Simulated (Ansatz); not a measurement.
Crystal: V.

```
CELL_PARAMETERS angstrom
-1.51435 1.51435 1.51435
1.51435 -1.51435 1.51435
1.51435 1.51435 -1.51435
ATOMIC_POSITIONS crystal
V 0.00000 0.00000 0.00000
```

Base run:

| Property | Result |
| --- | --- |
| Program | Ansatz 0.2.0 |
| Functional | PBE |
| Potentials or basis | all-electron LAPW, scalar-relativistic |
| Cutoff | 258 eV |
| Density cutoff | 1030 eV |
| Basis error allowed | 0.001 eV/atom |
| k mesh | 12 × 12 × 12 |
| Occupations | fermi-dirac, width 0.05 eV |
| Spin | collinear spin, ferromagnetic start |
| Starting moments | [2.0] μB |

Its results: pressure -5.4 GPa; net moment 0.00 μB per cell.

Q: The run is repeated on the same cell with these changes: occupations from fermi-dirac, width 0.05 eV to gaussian, width 0.024 eV. What comes out?

A: Pressure -5.3 GPa; net moment 0.12 μB per cell; site moments V +0.11 μB.

Not every run made on this cell is shown here.
